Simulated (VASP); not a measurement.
# Pb (Fm-3m) in VASP: further runs, part 3 of 3

VASP 6.6.1.

## (6) Equation of state, r2SCAN, 28.50 Å³/atom (volume scaled by 0.94)

INCAR

```
ALGO = Normal ; EDIFF = 1E-7
ENCUT = 520 ; ISIF = 2
ISMEAR = -1 ; LASPH = True
LCHARG = False ; LMIXTAU = True
LREAL = False ; LWAVE = False
METAGGA = R2SCAN ; NELM = 100
PREC = Accurate ; SIGMA = 0.05
```

KPOINTS

```
k-points
0
Gamma
  9 9 9
```

POSCAR

```
Pb
1.0
    0.0000000000      2.4244952108      2.4244952108
    2.4244952108      0.0000000000      2.4244952108
    2.4244952108      2.4244952108      0.0000000000
Pb
1
Direct
    0.0000000000      0.0000000000      0.0000000000
```

Potentials or basis: VASP PAW PBE potentials, release 64 (Pb_d).

Run with:

```
> cat potpaw_PBE.64/Pb_d/POTCAR > POTCAR
> mpirun -np 1 vasp_std > vasp.out
```

Run time: 43 s. Hardware: 1 thread of Intel Xeon Platinum 8488C (Sapphire Rapids), shared host; peak memory 0.16 GiB.

It converged, with:

* Free energy: -56.2615 eV
* Pressure: 4.8 GPa
* Band gap on the k mesh: none (metal or under the smearing width)

Caveat: the PAW data sets were made with another functional, which shifts forces and pressure a little.

## (7) Equation of state, r2SCAN, 29.11 Å³/atom (volume scaled by 0.96)

INCAR

```
SYSTEM = Pb
  PREC = Accurate
  ENCUT = 520
  EDIFF = 1E-7
  ISMEAR = -1
  SIGMA = 0.05
  LREAL = .FALSE.
  LASPH = .TRUE.
  NELM = 60
  ALGO = Normal
  ISIF = 2
  LWAVE = .FALSE.
  LCHARG = .FALSE.
  METAGGA = R2SCAN
  LMIXTAU = .TRUE.
```

KPOINTS

```
Automatic mesh
0
G
  9 9 9
  0 0 0
```

POSCAR

```
Pb
1.0
    0.0000000000      2.4415696833      2.4415696833
    2.4415696833      0.0000000000      2.4415696833
    2.4415696833      2.4415696833      0.0000000000
Pb
1
Direct
    0.0000000000      0.0000000000      0.0000000000
```

Run with:

```
> cat potpaw_PBE.64/Pb_d/POTCAR > POTCAR
> mpirun -np 1 vasp_std > vasp.out
```

Wall time 43 s (1 thread of Intel Xeon Platinum 8488C (Sapphire Rapids), shared host); peak memory 0.16 GiB.

Results (log left out):

- Free energy: -56.2774 eV
- Pressure: 3.4 GPa
- Band gap on the k mesh: none (metal or under the smearing width)

Caveat: the PAW data sets were made with another functional, which shifts forces and pressure a little.

## (8) Equation of state, r2SCAN, 29.72 Å³/atom (volume scaled by 0.98)

INCAR

```
SYSTEM = Pb
PREC = Accurate
ENCUT = 520
EDIFF = 1E-7
ISMEAR = -1
SIGMA = 0.05
LREAL = .False.
LASPH = .True.
NELM = 80
ALGO = Normal
ISIF = 2
LWAVE = .False.
LCHARG = .False.
METAGGA = R2SCAN
LMIXTAU = .True.
```

KPOINTS

```
regular mesh
0
Gamma
  9 9 9
  0 0 0
```

POSCAR

```
Pb
1.0
    0.0000000000      2.4584086270      2.4584086270
    2.4584086270      0.0000000000      2.4584086270
    2.4584086270      2.4584086270      0.0000000000
Pb
1
Direct
    0.0000000000      0.0000000000      0.0000000000
```

Run with:

```
> cat potpaw_PBE.64/Pb_d/POTCAR > POTCAR
> mpirun -np 1 vasp_std > vasp.out
```

Run time: 43 s. Hardware: 1 thread of Intel Xeon Platinum 8488C (Sapphire Rapids), shared host; peak memory 0.17 GiB.

It converged, with:

| Item | Value |
| --- | --- |
| Free energy | -56.2883 eV |
| Pressure | 2.2 GPa |
| Band gap on the k mesh | none (metal or under the smearing width) |

Caveat: the PAW data sets were made with another functional, which shifts forces and pressure a little.

## (9) Equation of state, r2SCAN, 30.93 Å³/atom (volume scaled by 1.02)

INCAR

```
ALGO = Normal
EDIFF = 1E-6
ENCUT = 520
ISIF = 2
ISMEAR = -1
LASPH = T
LCHARG = F
LMIXTAU = T
LREAL = F
LWAVE = F
METAGGA = R2SCAN
NELM = 80
PREC = Accurate
SIGMA = 0.05
```

KPOINTS

```
k-points
0
Gamma
  9 9 9
```

POSCAR

```
Pb
1.0
    0.0000000000      2.4914113386      2.4914113386
    2.4914113386      0.0000000000      2.4914113386
    2.4914113386      2.4914113386      0.0000000000
Pb
1
Direct
    0.0000000000      0.0000000000      0.0000000000
```

Potentials or basis: VASP PAW PBE potentials, release 64 (Pb_d).

Run with:

```
> cat potpaw_PBE.64/Pb_d/POTCAR > POTCAR
> mpirun -np 1 vasp_std > vasp.out
```

Wall time 37 s (1 thread of Intel Xeon Platinum 8488C (Sapphire Rapids), shared host); peak memory 0.17 GiB.

The run converged. Its results:

```yaml
Free_energy: -56.2976 eV
Pressure: 0.2 GPa
Band_gap_on_the_k_mesh: none (metal or under the smearing width)
```

Caveat: the PAW data sets were made with another functional, which shifts forces and pressure a little.

## (10) Equation of state, r2SCAN, 31.54 Å³/atom (volume scaled by 1.04)

INCAR

```
SYSTEM = Pb
PREC     = Accurate       ! precision mode
ENCUT    = 520            ! plane-wave cutoff, eV
EDIFF    = 1E-7           ! SCF threshold, eV
ISMEAR   = -1             ! smearing method
SIGMA    = 0.05           ! smearing width, eV
LREAL    = .FALSE.        ! projectors in reciprocal space
LASPH    = .TRUE.         ! aspherical terms in the spheres
NELM     = 60             ! most SCF steps
ALGO     = Normal         ! electronic algorithm
ISIF     = 2              ! what is computed and relaxed
LWAVE    = .FALSE.        ! write WAVECAR
LCHARG   = .FALSE.        ! write CHGCAR
METAGGA  = R2SCAN         ! meta-GGA
LMIXTAU  = .TRUE.
```

KPOINTS

```
regular mesh
0
G
  9 9 9
  0 0 0
```

POSCAR

```
Pb
1.0
    0.0000000000      2.5075897876      2.5075897876
    2.5075897876      0.0000000000      2.5075897876
    2.5075897876      2.5075897876      0.0000000000
Pb
1
Direct
    0.0000000000      0.0000000000      0.0000000000
```

Run with:

```
> cat potpaw_PBE.64/Pb_d/POTCAR > POTCAR
> mpirun -np 1 vasp_std > vasp.out
```

Run time: 43 s. Hardware: 1 thread of Intel Xeon Platinum 8488C (Sapphire Rapids), shared host; peak memory 0.17 GiB.

Results (log left out):

```
Free energy            : -56.2968 eV
Pressure               : -0.7 GPa
Band gap on the k mesh : none (metal or under the smearing width)
```

Caveat: the PAW data sets were made with another functional, which shifts forces and pressure a little.

## (11) Equation of state, r2SCAN, 32.14 Å³/atom (volume scaled by 1.06)

INCAR

```
ALGO = Normal
EDIFF = 1E-7
ENCUT = 520
ISIF = 2
ISMEAR = -1
LASPH = T
LCHARG = F
LMIXTAU = T
LREAL = F
LWAVE = F
METAGGA = R2SCAN
NELM = 60
PREC = Accurate
SIGMA = 0.05
```

KPOINTS

```
k-points
0
Gamma
  9 9 9
```

POSCAR

```
Pb
1.0
    0.0000000000      2.5235621278      2.5235621278
    2.5235621278      0.0000000000      2.5235621278
    2.5235621278      2.5235621278      0.0000000000
Pb
1
Direct
    0.0000000000      0.0000000000      0.0000000000
```

Run with:

```
> cat potpaw_PBE.64/Pb_d/POTCAR > POTCAR
> mpirun -np 1 vasp_std > vasp.out
```

Wall time 50 s (1 thread of Intel Xeon Platinum 8488C (Sapphire Rapids), shared host); peak memory 0.17 GiB.

It converged, with:

| Item | Value |
| --- | --- |
| Free energy | -56.2930 eV |
| Pressure | -1.4 GPa |
| Band gap on the k mesh | none (metal or under the smearing width) |

Caveat: the PAW data sets were made with another functional, which shifts forces and pressure a little.

## (12) Phonons, r2SCAN

POSCAR

```
Pb
1.0
    0.0000000000      2.4750200000      2.4750200000
    2.4750200000      0.0000000000      2.4750200000
    2.4750200000      2.4750200000      0.0000000000
Pb
1
Direct
    0.0000000000      0.0000000000      0.0000000000
```

INCAR.step1

```
PREC     = Accurate       # precision mode
ENCUT    = 600            # plane-wave cutoff, eV
EDIFF    = 1E-8           # SCF threshold, eV
ISMEAR   = 1              # smearing method
SIGMA    = 0.1            # smearing width, eV
LREAL    = False          # projectors in reciprocal space
LASPH    = True           # aspherical terms in the spheres
NELM     = 80             # most SCF steps
ALGO     = Normal         # electronic algorithm
ISIF     = 3              # what is computed and relaxed
LWAVE    = False          # write WAVECAR
LCHARG   = False          # write CHGCAR
METAGGA  = R2SCAN         # meta-GGA
LMIXTAU  = True         
IBRION   = 2              # ionic algorithm
NSW      = 40             # ionic steps
EDIFFG   = -0.002         # ionic threshold
```

INCAR.step2

```
PREC     = Accurate       # precision mode
ENCUT    = 600            # plane-wave cutoff, eV
EDIFF    = 1E-8           # SCF threshold, eV
ISMEAR   = 1              # smearing method
SIGMA    = 0.1            # smearing width, eV
LREAL    = False          # projectors in reciprocal space
LASPH    = True           # aspherical terms in the spheres
NELM     = 80             # most SCF steps
ALGO     = Normal         # electronic algorithm
ISIF     = 2              # what is computed and relaxed
LWAVE    = False          # write WAVECAR
LCHARG   = False          # write CHGCAR
METAGGA  = R2SCAN         # meta-GGA
LMIXTAU  = True         
IBRION   = 6              # ionic algorithm
NFREE    = 2            
POTIM    = 0.015          # step
NSW      = 1              # ionic steps
```

KPOINTS

```
regular mesh
0
Gamma
  7 7 7
```

Potentials or basis: VASP PAW PBE potentials, release 64 (Pb_d).

Run with:

```
> cat potpaw_PBE.64/Pb_d/POTCAR > POTCAR
> cp INCAR.step1 INCAR
> mpirun -np 1 vasp_std > vasp.out
> cp CONTCAR POSCAR
> cp INCAR.step2 INCAR
> mpirun -np 1 vasp_std > vasp.out
```

OUTCAR:

```text
PREC = Accurate
   ENCUT = 600
   EDIFF = 1E-8
   ISMEAR = 1
   LREAL = False
   LASPH = True
   NELM = 80
   ISIF = 2
   METAGGA = R2SCAN
   IBRION = 6
   NFREE = 2
   POTIM = 0.015
   NSW = 1

 ion  position               nearest neighbor table
   1  0.000  0.000  0.000-

  LATTYP: Found a face centered cubic cell.
 ALAT       =     5.0136867697

  Lattice vectors:

 A1 = (   0.0000000000,   2.5068433848,   2.5068433848)
 A2 = (   2.5068433848,   0.0000000000,   2.5068433848)
 A3 = (   2.5068433848,   2.5068433848,   0.0000000000)

Analysis of symmetry for initial positions (statically):
=====================================================================
 Subroutine PRICEL returns:
 Original cell was already a primitive cell.

 Routine SETGRP: Setting up the symmetry group for a
 face centered cubic supercell.

 Subroutine GETGRP returns: Found 48 space group operations
 (whereof 48 operations were pure point group operations)
 out of a pool of 48 trial point group operations.

The static configuration has the point symmetry O_h .

Analysis of symmetry for dynamics (positions and initial velocities):
=====================================================================
 Subroutine PRICEL returns:
 Original cell was already a primitive cell.

 Routine SETGRP: Setting up the symmetry group for a
 face centered cubic supercell.

 Subroutine GETGRP returns: Found 48 space group operations
 (whereof 48 operations were pure point group operations)
 out of a pool of 48 trial point group operations.

The dynamic configuration has the point symmetry O_h .

 Subroutine INISYM returns: Found 48 space group operations
 (whereof 48 operations are pure point group operations),
 and found     1 'primitive' translations

----------------------------------------------------------------------------------------

                                     Primitive cell

  volume of cell :      31.5073

  direct lattice vectors                    reciprocal lattice vectors
     0.000000000  2.506843385  2.506843385    -0.199454024  0.199454024  0.199454024
     2.506843385  0.000000000  2.506843385     0.199454024 -0.199454024  0.199454024
     2.506843385  2.506843385  0.000000000     0.199454024  0.199454024 -0.199454024

  length of vectors
     3.545211914  3.545211914  3.545211914     0.345464503  0.345464503  0.345464503

  position of ions in fractional coordinates (direct lattice)
     0.000000000  0.000000000  0.000000000

  ion indices of the primitive-cell ions
   primitive index   ion index
                 1           1

----------------------------------------------------------------------------------------

 KPOINTS: regular mesh

Automatic generation of k-mesh.
 Grid dimensions read from file:
 generate k-points for:    7    7    7

[... 62 lines left out ...]
   IBRION =      6    ionic relax: 0-MD 1-quasi-New 2-CG
   NFREE  =      2    steps in history (QN), initial steepest desc. (CG)
   ISIF   =      2    stress and relaxation
   ISYM   =      2    0-nonsym 1-usesym 2-fastsym
   POTIM  = 0.0150    time-step for ionic-motion
   TEBEG  =    0.0;   TEEND  =   0.0 temperature during run
   PSTRESS=    0.0 pullay stress
   NELECT =      14.0000    total number of electrons
   NUPDOWN=      -1.0000    fix difference up-down
   EMIN   =  10.00;   EMAX   =-10.00  energy-range for DOS
   EFERMI =   0.00;   METHOD = LEGACY
   ISMEAR =     1;   SIGMA  =   0.10  broadening in eV -4-tet -1-fermi 0-gaus
   EFERMI_NEDOS =   21; number of points for ismear=-14 and -15
   IALGO  =     38    algorithm
   IMIX   =      4    mixing-type and parameters
     AMIX     =   0.40;   BMIX     =  1.00
     AMIX_MAG =   1.60;   BMIX_MAG =  1.00
  volume/ion in A,a.u.               =      31.51       212.62
  Fermi-wavevector in a.u.,A,eV,Ry     =   1.249243  2.360727 21.233367  1.560608
  Thomas-Fermi vector in A             =   2.383293
   LORBIT       =      0    0 simple, 1 ext, 2 COOP (PROOUT), +10 PAW based schemes
   METAGGA = R2SCAN    functional components
   LHFCALC =     F    Hartree Fock is set to
   AEXX    =    0.0000 exact exchange contribution
   IVDW    =     0    specifies the selected vdW correction
   LEPSILON=     F    determine dielectric tensor
   LRPA    =     F    only Hartree local field effects (RPA)
 finite differences with symmetry
 non-spin polarized calculation
 Methfessel and Paxton  Order N= 1 SIGMA  =   0.10
  energy-cutoff  :      600.00
  volume of cell :       31.51
 maximum number of plane-waves:      1067
   NGX = 15   NGY = 15   NGZ = 15

--------------------------------------- Ionic step        1  -------------------------------------------

 number of electron      14.0000002 magnetization

 Free energy of the ion-electron system (eV)
  ---------------------------------------------------
  ext. energy  EPLUGINS =         0.00000000
  ---------------------------------------------------
  free energy    TOTEN  =       -56.29031415 eV

  energy without entropy =      -56.29004946  energy(sigma->0) =      -56.29022592

------------------------ aborting loop because EDIFF is reached ----------------------------------------

  FORCE on cell =-STRESS in cart. coord.  units (eV):
  Direction    XX          YY          ZZ          XY          YZ          ZX
  --------------------------------------------------------------------------------------
  -------------------------------------------------------------------------------------
  Total        0.0028215      0.0028215      0.0028215     -0.0000000     -0.0000000     -0.0000000
  in kB        0.1434748      0.1434748      0.1434748     -0.0000000     -0.0000000     -0.0000000
  external PRESSURE =       0.1434748 kB  Pullay stress =       0.0000000 kB
[... 57 lines left out ...]
--------------------------------------- Ionic step        3  -------------------------------------------

 number of electron      14.0000001 magnetization

 Free energy of the ion-electron system (eV)
  ---------------------------------------------------
  ext. energy  EPLUGINS =         0.00000000
  ---------------------------------------------------
  free energy    TOTEN  =       -56.29031326 eV

  energy without entropy =      -56.29004859  energy(sigma->0) =      -56.29022504

 E-fermi :   6.6535     XC(G=0): -10.7139

 val. band max:        6.5959267136   @ k =  -0.4286   0.2857   0.0000
 cond. band min:       7.1561494326   @ k =  -0.4286   0.4286   0.0000
 fundamental gap:      0.5602227190
 Fermi energy:         6.6535172488

 k-point     1 :       0.0000    0.0000    0.0000
  band No.  band energies     occupation
      1     -10.8852      2.00000
      2     -10.8852      2.00000
      3     -10.8852      2.00000
      4     -10.7530      2.00000
      5     -10.7530      2.00000
      6      -5.2266      2.00000
      7      14.2161      0.00000
      8      14.2161      0.00000
      9      14.2161      0.00000
     10      17.1914      0.00000
     11      18.5774      0.00000
[... 292 lines left out ...]
  FREE ENERGIE OF THE ION-ELECTRON SYSTEM (eV)
  ---------------------------------------------------
  free  energy   TOTEN  =       -56.2903132619 eV

  energy  without entropy=      -56.2900485880  energy(sigma->0) =      -56.29022504

 INTERNAL STRAIN TENSORS FROM DISPLACED ATOMS
 ============================================

 INTERNAL STRAIN TENSOR FOR ION    1 for displacements in x,y,z  (eV/Angst):
          X           Y           Z          XY          YZ          ZX
  --------------------------------------------------------------------------------
  x     0.00000     0.00000     0.00000     0.00000     0.00000     0.00000
  y     0.00000     0.00000     0.00000     0.00000     0.00000     0.00000
  z     0.00000     0.00000     0.00000     0.00000     0.00000     0.00000

 Eigenvectors and eigenvalues of the dynamical matrix
 ----------------------------------------------------

   1 f/i=    0.000000 THz     0.000000 2PiTHz    0.000000 cm-1     0.000000 meV
             X         Y         Z           dx          dy          dz
      0.000000  0.000000  0.000000     0.707107   -0.707107    0.000000

   2 f/i=    0.000000 THz     0.000000 2PiTHz    0.000000 cm-1     0.000000 meV
             X         Y         Z           dx          dy          dz
      0.000000  0.000000  0.000000    -0.707107   -0.707107    0.000000

   3 f/i=    0.000000 THz     0.000000 2PiTHz    0.000000 cm-1     0.000000 meV
             X         Y         Z           dx          dy          dz
      0.000000  0.000000  0.000000     0.000000    0.000000    1.000000

 ELASTIC MODULI CONTR FROM IONIC RELAXATION (kBar)
 Direction    XX          YY          ZZ          XY          YZ          ZX
 --------------------------------------------------------------------------------
 XX           0.0000      0.0000      0.0000      0.0000      0.0000      0.0000
 YY           0.0000      0.0000      0.0000      0.0000      0.0000      0.0000
 ZZ           0.0000      0.0000      0.0000      0.0000      0.0000      0.0000
 XY           0.0000      0.0000      0.0000      0.0000      0.0000      0.0000
 YZ           0.0000      0.0000      0.0000      0.0000      0.0000      0.0000
 ZX           0.0000      0.0000      0.0000      0.0000      0.0000      0.0000
 --------------------------------------------------------------------------------
```

Run time: 3.2 min. Hardware: 1 thread of Intel Xeon Platinum 8488C (Sapphire Rapids), shared host; peak memory 0.17 GiB.

Results:

- Relaxed volume: 31.51 Å³/atom
- Relaxed cell: a = 3.545 Å, b = 3.545 Å, c = 3.545 Å, α = 60.00°, β = 60.00°, γ = 60.00°
- Space group after relaxing (to 0.05 Å): Fm-3m (No. 225)

The path:
| step | energy change (eV) | largest force (eV/Å) | pressure (GPa) | volume (Å³) |
| --- | --- | --- | --- | --- |
| 1 | 0.0000 | 0.0000 | 1.75 | 30.32 |
| 2 | -0.0058 | 0.0000 | -0.38 | 31.80 |
| 3 | -0.0061 | 0.0000 | 0.01 | 31.50 |
| 4 | -0.0061 | 0.0000 | -0.02 | 31.52 |
| 5 | -0.0061 | 0.0000 | 0.00 | 31.51 |

Final structure:
```
Pb
1.0
     0.00000    2.50684    2.50684
     2.50684    0.00000    2.50684
     2.50684    2.50684    0.00000
Pb
1
Direct
  0.00000 0.00000 0.00000
```

Caveat: the PAW data sets were made with another functional, which shifts forces and pressure a little.

## (13) Equation of state, r2SCAN

Potentials or basis: VASP PAW PBE potentials, release 64 (Pb_d).

This step only gathers the single runs of the series.

Results:

| Property | Result |
| --- | --- |
| Equilibrium volume | 31.09 Å³/atom |
| Bulk modulus | 45 GPa |
| Pressure derivative of the bulk modulus | 5.2 (rough: it moves with the points fitted) |

Energy against volume, from the lowest point:
| volume (Å³/atom) | energy (meV/atom) |
| --- | --- |
| 28.503 | 36.04 |
| 29.110 | 20.19 |
| 29.716 | 9.24 |
| 30.323 | 2.64 |
| 30.929 | 0.00 |
| 31.535 | 0.78 |
| 32.142 | 4.57 |

Caveat: the PAW data sets were made with another functional, which shifts forces and pressure a little. The run has no spin-orbit coupling, so splittings on Pb are missing.

## (14) The runs side by side

```tsv
task	level	potentials or basis	cell	k mesh	cutoff (eV)	smearing	pressure (GPa)
band structure	PBE	VASP PAW PBE potentials, release 64 (Pb)	as given	9 × 9 × 9	500	fermi-dirac 0.05 eV	2.0
band structure	PBE	VASP PAW PBE potentials, release 64 (Pb_d)	as given	9 × 9 × 9	520	fermi-dirac 0.05 eV	-
band structure	PBE	VASP PAW PBE potentials, release 64 (Pb_d_GW)	as given	9 × 9 × 9	600	fermi-dirac 0.05 eV	-
band structure	PBE	VASP PAW PBE potentials, release 64 (Pb_d_GW)	as given	9 × 9 × 9	550	fermi-dirac 0.05 eV	2.2
phonons	r2SCAN	VASP PAW PBE potentials, release 64 (Pb_d)	relaxed	7 × 7 × 7	600	methfessel-paxton 0.1 eV	-
equation of state	r2SCAN	VASP PAW PBE potentials, release 64 (Pb_d)	as given	9 × 9 × 9	520	fermi-dirac 0.05 eV	-
```

Alike in all rows: no spin polarisation.

Caveats: spin-orbit coupling is left out, which moves the levels of the heavy elements (some runs); the PAW data sets were made with another functional, which shifts forces and pressure a little (some runs).

Absolute energies hang on the potentials; compare differences alone.

## (15) Against experiment

Step 13. The cell as given is a measured one (30.32 Å³/atom); r2SCAN puts the equilibrium volume +2.5 % from it, thermal expansion not counted.
